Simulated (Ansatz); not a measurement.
**BP: how the settings move a single-point run**

Aim: see which settings change the result for BP, by how much, and at what cost. The cell is built on a prototype (rocksalt) and needn't be the phase found in nature.

Program: Ansatz 0.2.0. Level of theory: reference: DFT, PBEsol, plane waves, PAW. These are calculated values, not measurements.

6 further runs of the same task are left out: 6 that didn't finish.

**1. The starting structure**

It takes space group Fm-3m (No. 225, cubic). The conventional cell has a = 4.311 Å, b = 4.311 Å, c = 4.311 Å, α = 90.00°, β = 90.00°, γ = 90.00°. Around B (site symmetry m-3m) lie 6 P at 2.16 Å. Around P (site symmetry m-3m) lie 6 B at 2.16 Å.

Coordinates:

```cif
data_structure
_symmetry_space_group_name_H-M 'Fm-3m'
_symmetry_Int_Tables_number 225
_cell_length_a 4.3108
_cell_length_b 4.3108
_cell_length_c 4.3108
_cell_angle_alpha 90.000
_cell_angle_beta 90.000
_cell_angle_gamma 90.000
_cell_volume 80.11
loop_
_atom_site_label
_atom_site_type_symbol
_atom_site_symmetry_multiplicity
_atom_site_Wyckoff_symbol
_atom_site_fract_x
_atom_site_fract_y
_atom_site_fract_z
_atom_site_occupancy
B1 B 4 a 0.00000 0.00000 0.00000 1
P1 P 4 b 0.50000 0.00000 0.00000 1
```

**2. The reference run**

input.yaml reads:

```yaml
crystal:
  lattice:
    - [0.0, 2.1554244777, 2.1554244777]
    - [2.1554244777, 0.0, 2.1554244777]
    - [2.1554244777, 2.1554244777, 0.0]
  atoms:
    - { symbol: B, position: [0.0, 0.0, 0.0] }
    - { symbol: P, position: [0.5, 0.5, 0.5] }
kpoints:
  mp_grid: { grid: [8, 8, 8] }
hamiltonian:
  xc: pbesol
scf:
  occupations: { method: fermi_dirac, width: 0.02 }
  n_extra_bands: 4
output:
  forces: true
  stress: true
  eigenvalues: true
  write_density: true
  write_potential: true
  elf: true
  volumetric_format: npy
```

Launch:

```bash
$ ansatz run input.yaml --threads 4 --pin off --max-ram 3686MiB --backend cpu --events-out ev --progress --plain --runs-dir out
```

The log of the run, shortened:

```text
Warning: RAYON_NUM_THREADS=4 ignored (pool sized by the plan → 4); use --threads N
scf.n_extra_bands = 4 over 4 filled bands (N_el = 8.0): the run solves 8 bands
[...]
Pseudopotentials: kind: paw
Pseudopotential: B, paw, valence charge 3, recommended cutoff 420 eV (normal), B.paw.azcp
Pseudopotential: P, paw, valence charge 5, recommended cutoff 420 eV (normal), P.paw.azcp
Functional definition: PBEsol
[...]
Crystal: 2 atoms, lattice volume = 20.028 Å³
Basis set: ecut = 420 eV, 387 PW (Γ), exchange–correlation on 48×48×48 points (8 copies of the dense FFT grid, shifted against one another)
Bands: 8, of which v1, the nominal top of the filled ones, is band 4 counted from 1 (3 counted from 0)
Symmetry: 48 space group operations
Space group: Fm-3m (ITA 225), of the structure as read, at distance tolerance 2.7e-5 Å
k-points: 29 of 512
[...]
SCF iter   1: F=—  HF=-891.588002 eV  |F-HF|=—  |Δ(HF+E_count)|=         —  Δρ=3.92e-3  dr2=2.99e-3  ethr=1.77e-3  ⟨swp⟩=5.9  Hψ=1933  notcnv=0
[...]
SCF iter   6: F=-891.587561 eV  HF=-891.587561 eV  |F-HF|=4.67e-8  |Δ(HF+E_count)|=   2.21e-7  Δρ=1.49e-5  dr2=5.95e-8  ethr=1.25e-9  ⟨swp⟩=8.6  Hψ=1363  notcnv=0
[...]
SCF converged after 6 iterations
Free energy (F): -891.587561 eV
[...]
E sigma→0 (E₀):  -891.585963 eV
Entropy (-TS):   -0.003195 eV (-1.597 meV/atom)
Fermi energy:    11.792066 eV
[...]
--- Forces (eV/Å), atoms counted from 1 ---
  atom   1  B     -0.00000000     0.00000000    -0.00000000
  atom   2  P      0.00000000     0.00000000     0.00000000
[...]
--- Stress (GPa, compression-positive) ---
       -3.702248      -0.000000       0.000000
       -0.000000      -3.702248       0.000000
       -0.000000      -0.000000      -3.702248
  P = ⅓ Tr σ = -3.7022 GPa (-37.022 kbar)
--- Band table (eV; the first three rows and the last of 29) ---
  k-point 0: bands = ["-5.0998", "11.9078", "11.9078", "11.9078", "18.5292", "19.6896", "19.6896", "19.6896"]
[...]
```

Wall time 0.37 s (4 threads of an Arm CPU, shared host); peak memory 0.26 GiB.

**3. Changed: n_extra_bands 1**

Edit input.yaml of step 2 so:

```diff
@@ -14,3 +14,3 @@
   occupations: { method: fermi_dirac, width: 0.02 }
-  n_extra_bands: 4
+  n_extra_bands: 1
 output:
@@ -19,5 +19 @@
   eigenvalues: true
-  write_density: true
-  write_potential: true
-  elf: true
-  volumetric_format: npy
```

Launch:

```bash
$ ansatz run input.yaml --threads 4 --pin off --max-ram 3686MiB --backend cpu --events-out ev --progress --plain --runs-dir out
```

The log of the run, shortened:

```text
Warning: RAYON_NUM_THREADS=4 ignored (pool sized by the plan → 4); use --threads N
scf.n_extra_bands = 1 over 4 filled bands (N_el = 8.0): the run solves 5 bands
[...]
Pseudopotentials: kind: paw
Pseudopotential: B, paw, valence charge 3, recommended cutoff 420 eV (normal), B.paw.azcp
Pseudopotential: P, paw, valence charge 5, recommended cutoff 420 eV (normal), P.paw.azcp
Functional definition: PBEsol
[...]
Crystal: 2 atoms, lattice volume = 20.028 Å³
Basis set: ecut = 420 eV, 387 PW (Γ), exchange–correlation on 48×48×48 points (8 copies of the dense FFT grid, shifted against one another)
Bands: 5, of which v1, the nominal top of the filled ones, is band 4 counted from 1 (3 counted from 0)
Symmetry: 48 space group operations
Space group: Fm-3m (ITA 225), of the structure as read, at distance tolerance 2.7e-5 Å
k-points: 29 of 512
[...]
SCF iter   1: F=—  HF=-891.588016 eV  |F-HF|=—  |Δ(HF+E_count)|=         —  Δρ=3.64e-3  dr2=2.41e-3  ethr=1.77e-3  ⟨swp⟩=5.5  Hψ=1471  notcnv=0
[...]
SCF iter   6: F=-891.587561 eV  HF=-891.587561 eV  |F-HF|=1.78e-10  |Δ(HF+E_count)|=   8.41e-9  Δρ=1.34e-6  dr2=3.06e-10  ethr=3.25e-10  ⟨swp⟩=2.0  Hψ=533  notcnv=0
[...]
SCF converged after 6 iterations
Free energy (F): -891.587561 eV
[...]
E sigma→0 (E₀):  -891.585963 eV
Entropy (-TS):   -0.003195 eV (-1.597 meV/atom)
Fermi energy:    11.792063 eV
[...]
--- Forces (eV/Å), atoms counted from 1 ---
  atom   1  B     -0.00000000    -0.00000000    -0.00000000
  atom   2  P      0.00000000    -0.00000000     0.00000000
[...]
--- Stress (GPa, compression-positive) ---
       -3.700626      -0.000000      -0.000000
       -0.000000      -3.700626      -0.000000
       -0.000000      -0.000000      -3.700626
  P = ⅓ Tr σ = -3.7006 GPa (-37.006 kbar)
--- Band table (eV; the first three rows and the last of 29) ---
  k-point 0: bands = ["-5.0999", "11.9078", "11.9078", "11.9078", "18.5292"]
[...]
```

Wall time 0.33 s (4 threads of an Arm CPU, shared host); peak memory 0.25 GiB.

Energy and cycle count are those of the reference, so the change (band count) left the result and the number of cycles as they were.

**4. Changing settings: occupations.method cold, occupations.width 0.001**

Edit input.yaml of step 2 so:

```diff
@@ -13,3 +13,3 @@
 scf:
-  occupations: { method: fermi_dirac, width: 0.02 }
+  occupations: { method: cold, width: 0.001 }
   n_extra_bands: 4
@@ -19,5 +19 @@
   eigenvalues: true
-  write_density: true
-  write_potential: true
-  elf: true
-  volumetric_format: npy
```

Launch:

```bash
$ ansatz run input.yaml --threads 4 --pin off --max-ram 3686MiB --backend cpu --events-out ev --progress --plain --runs-dir out
```

The log of the run, shortened:

```text
Warning: RAYON_NUM_THREADS=4 ignored (pool sized by the plan → 4); use --threads N
scf.n_extra_bands = 4 over 4 filled bands (N_el = 8.0): the run solves 8 bands
[...]
Pseudopotentials: kind: paw
Pseudopotential: B, paw, valence charge 3, recommended cutoff 420 eV (normal), B.paw.azcp
Pseudopotential: P, paw, valence charge 5, recommended cutoff 420 eV (normal), P.paw.azcp
Functional definition: PBEsol
[...]
Crystal: 2 atoms, lattice volume = 20.028 Å³
Basis set: ecut = 420 eV, 387 PW (Γ), exchange–correlation on 48×48×48 points (8 copies of the dense FFT grid, shifted against one another)
Bands: 8, of which v1, the nominal top of the filled ones, is band 4 counted from 1 (3 counted from 0)
Symmetry: 48 space group operations
Space group: Fm-3m (ITA 225), of the structure as read, at distance tolerance 2.7e-5 Å
k-points: 29 of 512
[...]
SCF converged after 6 iterations
Stability not checked: this state was not tested for a lower state beside it, because cold or Methfessel-Paxton smearing, or corrected tetrahedra, fill the levels in a way that the test cannot read (fill_not_monotonic; see scf.lower_state_search)
Free energy (F): -891.585673 eV
[...]
E sigma→0 (E₀):  -891.585669 eV
Entropy (-TS):   -0.000012 eV (-0.006 meV/atom)
Fermi energy:    11.808000 eV
[...]
--- Forces (eV/Å), atoms counted from 1 ---
  atom   1  B     -0.00000000    -0.00000000     0.00000000
  atom   2  P      0.00000000    -0.00000000    -0.00000000
[...]
--- Stress (GPa, compression-positive) ---
       -3.644016      -0.000000       0.000000
        0.000000      -3.644016      -0.000000
        0.000000       0.000000      -3.644016
  P = ⅓ Tr σ = -3.6440 GPa (-36.440 kbar)
--- Band table (eV; the first three rows and the last of 29) ---
  k-point 0: bands = ["-5.1012", "11.9060", "11.9060", "11.9060", "18.5268", "19.6888", "19.6888", "19.6888"]
[...]
```

Wall time 0.31 s (4 threads of an Arm CPU, shared host); peak memory 0.26 GiB.

Changing the smearing leaves the energy as it was (+0.1 meV/atom).

**5. Changing settings: preconditioner none**

Edit input.yaml of step 2 so:

```diff
@@ -15,2 +15,3 @@
   n_extra_bands: 4
+  mixing: { preconditioner: none }
 output:
@@ -19,5 +20 @@
   eigenvalues: true
-  write_density: true
-  write_potential: true
-  elf: true
-  volumetric_format: npy
```

Launch:

```bash
$ ansatz run input.yaml --threads 4 --pin off --max-ram 3686MiB --backend cpu --events-out ev --progress --plain --runs-dir out
```

The log of the run, shortened:

```text
Warning: RAYON_NUM_THREADS=4 ignored (pool sized by the plan → 4); use --threads N
scf.n_extra_bands = 4 over 4 filled bands (N_el = 8.0): the run solves 8 bands
[...]
Pseudopotentials: kind: paw
Pseudopotential: B, paw, valence charge 3, recommended cutoff 420 eV (normal), B.paw.azcp
Pseudopotential: P, paw, valence charge 5, recommended cutoff 420 eV (normal), P.paw.azcp
Functional definition: PBEsol
[...]
Crystal: 2 atoms, lattice volume = 20.028 Å³
Basis set: ecut = 420 eV, 387 PW (Γ), exchange–correlation on 48×48×48 points (8 copies of the dense FFT grid, shifted against one another)
Bands: 8, of which v1, the nominal top of the filled ones, is band 4 counted from 1 (3 counted from 0)
Symmetry: 48 space group operations
Space group: Fm-3m (ITA 225), of the structure as read, at distance tolerance 2.7e-5 Å
k-points: 29 of 512
[...]
SCF iter   1: F=—  HF=-891.588002 eV  |F-HF|=—  |Δ(HF+E_count)|=         —  Δρ=3.92e-3  dr2=2.99e-3  ethr=1.77e-3  ⟨swp⟩=5.9  Hψ=1933  notcnv=0
[...]
SCF iter   6: F=-891.587561 eV  HF=-891.587561 eV  |F-HF|=4.67e-8  |Δ(HF+E_count)|=   2.20e-7  Δρ=1.49e-5  dr2=5.95e-8  ethr=1.25e-9  ⟨swp⟩=4.8  Hψ=949  notcnv=0
[...]
SCF converged after 6 iterations
Free energy (F): -891.587561 eV
[...]
E sigma→0 (E₀):  -891.585963 eV
Entropy (-TS):   -0.003195 eV (-1.597 meV/atom)
Fermi energy:    11.792066 eV
[...]
--- Forces (eV/Å), atoms counted from 1 ---
  atom   1  B     -0.00000000     0.00000000     0.00000000
  atom   2  P      0.00000000    -0.00000000     0.00000000
[...]
--- Stress (GPa, compression-positive) ---
       -3.702247       0.000000      -0.000000
        0.000000      -3.702247      -0.000000
       -0.000000      -0.000000      -3.702247
  P = ⅓ Tr σ = -3.7022 GPa (-37.022 kbar)
--- Band table (eV; the first three rows and the last of 29) ---
  k-point 0: bands = ["-5.0998", "11.9078", "11.9078", "11.9078", "18.5292", "19.6896", "19.6896", "19.6896"]
[...]
```

Run time: 0.3 s. Hardware: 4 threads of an Arm CPU, shared host; peak memory 0.25 GiB.

Energy and cycle count are those of the reference, so the change (mixing) left the result and the number of cycles as they were.

**6. Changing settings: ecutwfc 750**

Edit input.yaml of step 2 so:

```diff
@@ -19,5 +19,3 @@
   eigenvalues: true
-  write_density: true
-  write_potential: true
-  elf: true
-  volumetric_format: npy
+basis:
+  ecutwfc: 750
```

Launch:

```bash
$ ansatz run input.yaml --threads 4 --pin off --max-ram 3686MiB --backend cpu --events-out ev --progress --plain --runs-dir out
```

The log of the run, shortened:

```text
Warning: RAYON_NUM_THREADS=4 ignored (pool sized by the plan → 4); use --threads N
scf.n_extra_bands = 4 over 4 filled bands (N_el = 8.0): the run solves 8 bands
[...]
Pseudopotentials: kind: paw
Pseudopotential: B, paw, valence charge 3, recommended cutoff 420 eV (normal), B.paw.azcp
Pseudopotential: P, paw, valence charge 5, recommended cutoff 420 eV (normal), P.paw.azcp
Functional definition: PBEsol
[...]
Crystal: 2 atoms, lattice volume = 20.028 Å³
Basis set: ecut = 750 eV, 941 PW (Γ), exchange–correlation on 60×60×60 points (8 copies of the dense FFT grid, shifted against one another)
Bands: 8, of which v1, the nominal top of the filled ones, is band 4 counted from 1 (3 counted from 0)
Symmetry: 48 space group operations
Space group: Fm-3m (ITA 225), of the structure as read, at distance tolerance 2.7e-5 Å
k-points: 29 of 512
[...]
SCF iter   1: F=—  HF=-891.589916 eV  |F-HF|=—  |Δ(HF+E_count)|=         —  Δρ=3.91e-3  dr2=2.95e-3  ethr=1.77e-3  ⟨swp⟩=6.0  Hψ=1970  notcnv=0
[...]
SCF iter   6: F=-891.589461 eV  HF=-891.589461 eV  |F-HF|=3.48e-8  |Δ(HF+E_count)|=   1.82e-7  Δρ=1.28e-5  dr2=4.43e-8  ethr=1.25e-9  ⟨swp⟩=4.7  Hψ=904  notcnv=0
[...]
SCF converged after 6 iterations
Free energy (F): -891.589461 eV
[...]
E sigma→0 (E₀):  -891.587862 eV
Entropy (-TS):   -0.003199 eV (-1.599 meV/atom)
Fermi energy:    11.791773 eV
[...]
--- Forces (eV/Å), atoms counted from 1 ---
  atom   1  B     -0.00000000     0.00000000     0.00000000
  atom   2  P      0.00000000     0.00000000    -0.00000000
[...]
--- Stress (GPa, compression-positive) ---
       -3.723286      -0.000000      -0.000000
       -0.000000      -3.723286       0.000000
       -0.000000      -0.000000      -3.723286
  P = ⅓ Tr σ = -3.7233 GPa (-37.233 kbar)
--- Band table (eV; the first three rows and the last of 29) ---
  k-point 0: bands = ["-5.1000", "11.9072", "11.9072", "11.9072", "18.5293", "19.6893", "19.6893", "19.6893"]
[...]
```

It took 0.39 s on 4 threads of an Arm CPU, shared host; peak memory 0.28 GiB.

Changing the cutoff moves the energy by -1.0 meV/atom. More plane waves (750 against 420 eV) lower the energy, so the reference carries about that much basis error.

**7. Changed: ecutwfc 250**

Edit input.yaml of step 2 so:

```diff
@@ -19,5 +19,3 @@
   eigenvalues: true
-  write_density: true
-  write_potential: true
-  elf: true
-  volumetric_format: npy
+basis:
+  ecutwfc: 250
```

Launch:

```bash
$ ansatz run input.yaml --threads 4 --pin off --max-ram 3686MiB --backend cpu --events-out ev --progress --plain --runs-dir out
```

The log of the run, shortened:

```text
Warning: basis.ecutwfc = 250 eV is below the records' recommended 420 eV, and the density's cutoff is lower with it unless basis.ecutrho_ratio is high enough to keep the records' density cutoff: compare with a run at a higher cutoff
Warning: RAYON_NUM_THREADS=4 ignored (pool sized by the plan → 4); use --threads N
scf.n_extra_bands = 4 over 4 filled bands (N_el = 8.0): the run solves 8 bands
[...]
Pseudopotentials: kind: paw
Pseudopotential: B, paw, valence charge 3, recommended cutoff 420 eV (normal), B.paw.azcp
Pseudopotential: P, paw, valence charge 5, recommended cutoff 420 eV (normal), P.paw.azcp
Functional definition: PBEsol
[...]
Crystal: 2 atoms, lattice volume = 20.028 Å³
Basis set: ecut = 250 eV, 169 PW (Γ), exchange–correlation on 32×32×32 points (8 copies of the dense FFT grid, shifted against one another)
Bands: 8, of which v1, the nominal top of the filled ones, is band 4 counted from 1 (3 counted from 0)
Symmetry: 48 space group operations
Space group: Fm-3m (ITA 225), of the structure as read, at distance tolerance 2.7e-5 Å
k-points: 29 of 512
[...]
SCF iter   1: F=—  HF=-891.235106 eV  |F-HF|=—  |Δ(HF+E_count)|=         —  Δρ=7.87e-3  dr2=7.34e-3  ethr=1.77e-3  ⟨swp⟩=5.8  Hψ=1812  notcnv=0
[...]
SCF iter   6: F=-891.234836 eV  HF=-891.234836 eV  |F-HF|=2.20e-10  |Δ(HF+E_count)|=   1.43e-9  Δρ=1.03e-6  dr2=2.81e-10  ethr=5.68e-11  ⟨swp⟩=1.7  Hψ=725  notcnv=0
[...]
SCF converged after 6 iterations
Free energy (F): -891.234836 eV
[...]
E sigma→0 (E₀):  -891.233245 eV
Entropy (-TS):   -0.003182 eV (-1.591 meV/atom)
Fermi energy:    11.833927 eV
[...]
--- Forces (eV/Å), atoms counted from 1 ---
  atom   1  B     -0.00000000     0.00000000     0.00000000
  atom   2  P      0.00000000    -0.00000000     0.00000000
[...]
--- Stress (GPa, compression-positive) ---
       -3.755243       0.000000       0.000000
        0.000000      -3.755243       0.000000
       -0.000000      -0.000000      -3.755243
  P = ⅓ Tr σ = -3.7552 GPa (-37.552 kbar)
--- Band table (eV; the first three rows and the last of 29) ---
  k-point 0: bands = ["-5.0579", "11.9395", "11.9395", "11.9395", "18.6491", "19.7540", "19.7540", "19.7540"]
[...]
```

Run time: 0.79 s. Hardware: 4 threads of an Arm CPU, shared host; peak memory 0.24 GiB.

Changing the cutoff moves the energy by +176.4 meV/atom. The lower cutoff gives the higher energy: the smaller basis describes the state less well. The log warns that the cutoff is under what these potentials recommend, so the shift is basis error.

**8. Variant: preconditioner kerker**

Edit input.yaml of step 2 so:

```diff
@@ -15,2 +15,3 @@
   n_extra_bands: 4
+  mixing: { preconditioner: kerker }
 output:
@@ -19,5 +20 @@
   eigenvalues: true
-  write_density: true
-  write_potential: true
-  elf: true
-  volumetric_format: npy
```

Launch:

```bash
$ ansatz run input.yaml --threads 4 --pin off --max-ram 3686MiB --backend cpu --events-out ev --progress --plain --runs-dir out
```

The log of the run, shortened:

```text
Warning: RAYON_NUM_THREADS=4 ignored (pool sized by the plan → 4); use --threads N
scf.n_extra_bands = 4 over 4 filled bands (N_el = 8.0): the run solves 8 bands
[...]
Pseudopotentials: kind: paw
Pseudopotential: B, paw, valence charge 3, recommended cutoff 420 eV (normal), B.paw.azcp
Pseudopotential: P, paw, valence charge 5, recommended cutoff 420 eV (normal), P.paw.azcp
Functional definition: PBEsol
[...]
Crystal: 2 atoms, lattice volume = 20.028 Å³
Basis set: ecut = 420 eV, 387 PW (Γ), exchange–correlation on 48×48×48 points (8 copies of the dense FFT grid, shifted against one another)
Bands: 8, of which v1, the nominal top of the filled ones, is band 4 counted from 1 (3 counted from 0)
Symmetry: 48 space group operations
Space group: Fm-3m (ITA 225), of the structure as read, at distance tolerance 2.7e-5 Å
k-points: 29 of 512
[...]
SCF iter   1: F=—  HF=-891.588002 eV  |F-HF|=—  |Δ(HF+E_count)|=         —  Δρ=3.92e-3  dr2=2.99e-3  ethr=1.77e-3  ⟨swp⟩=5.9  Hψ=1933  notcnv=0
[...]
SCF iter   6: F=-891.587561 eV  HF=-891.587561 eV  |F-HF|=3.73e-11  |Δ(HF+E_count)|=   1.61e-9  Δρ=9.22e-7  dr2=1.03e-10  ethr=4.81e-11  ⟨swp⟩=1.5  Hψ=733  notcnv=0
[...]
SCF converged after 6 iterations
Free energy (F): -891.587561 eV
[...]
E sigma→0 (E₀):  -891.585963 eV
Entropy (-TS):   -0.003195 eV (-1.597 meV/atom)
Fermi energy:    11.792064 eV
[...]
--- Forces (eV/Å), atoms counted from 1 ---
  atom   1  B     -0.00000000     0.00000000     0.00000000
  atom   2  P      0.00000000    -0.00000000     0.00000000
[...]
--- Stress (GPa, compression-positive) ---
       -3.700449      -0.000000      -0.000000
       -0.000000      -3.700449      -0.000000
       -0.000000      -0.000000      -3.700449
  P = ⅓ Tr σ = -3.7004 GPa (-37.004 kbar)
--- Band table (eV; the first three rows and the last of 29) ---
  k-point 0: bands = ["-5.0999", "11.9078", "11.9078", "11.9078", "18.5293", "19.6895", "19.6895", "19.6895"]
[...]
```

Run time: 0.83 s. Hardware: 4 threads of an Arm CPU, shared host; peak memory 0.25 GiB.

Energy and cycle count are those of the reference, so the change (mixing) left the result and the number of cycles as they were.

**9. Comparison**

| run | ending | energy change | pressure (GPa) | gap (eV) | force (eV/Å) | cycles | time |
| --- | --- | --- | --- | --- | --- | --- | --- |
| reference | converged | 0 | -3.7 | 0.00 | 0.00 | 6 | 0.37 s |
| 1: n_extra_bands 1 | converged | 0.0 meV/atom | -3.7 | 0.00 | 0.00 | 6 | 0.33 s |
| 2: occupations.method cold, occupations.width 0.001 | converged | +0.1 meV/atom (σ→0) | -3.6 | 0.00 | 0.00 | 6 | 0.31 s |
| 3: preconditioner none | converged | 0.0 meV/atom | -3.7 | 0.00 | 0.00 | 6 | 0.3 s |
| 4: ecutwfc 750 | converged | -1.0 meV/atom | -3.7 | 0.00 | 0.00 | 6 | 0.39 s |
| 5: ecutwfc 250 | converged | +176.4 meV/atom | -3.8 | 0.00 | 0.00 | 6 | 0.79 s |
| 6: preconditioner kerker | converged | 0.0 meV/atom | -3.7 | 0.00 | 0.00 | 6 | 0.83 s |

Times don't compare one to one where runs were asked for different outputs or read a saved state (see the inputs); cycles may leave out searches for a lower state.

Residual by cycle in the longest SCF loop of each run; runs are numbered as in the table. The quantity is the density residual dr2, in eV.

| cycle | reference | run 1 | run 2 | run 3 | run 4 | run 5 | run 6 |
| --- | --- | --- | --- | --- | --- | --- | --- |
| 1 | 0.00299 | 0.00241 | 0.00302 | 0.00299 | 0.00295 | 0.00734 | 0.00299 |
| 2 | 6.8e-4 | 3.4e-4 | 6.8e-4 | 6.8e-4 | 6.6e-4 | 9.5e-4 | 4.5e-4 |
| 3 | 8.6e-5 | 5.1e-5 | 8.9e-5 | 8.6e-5 | 8.3e-5 | 1.8e-5 | 1.0e-4 |
| 4 | 5.6e-6 | 4.4e-7 | 5.1e-6 | 5.6e-6 | 5.0e-6 | 2.3e-7 | 4.5e-7 |
| 5 | 7.4e-7 | 2.6e-8 | 3.4e-7 | 7.4e-7 | 6.1e-7 | 4.5e-9 | 3.8e-9 |
| 6 | 5.9e-8 | 3.1e-10 | 1.8e-8 | 5.9e-8 | 4.4e-8 | 2.8e-10 | 1.0e-10 |

What this shows: Run 5 ran under the cutoff that the potentials recommend, as the log warns, so basis error is mixed into its values, and swamps them where the cutoff is far short.
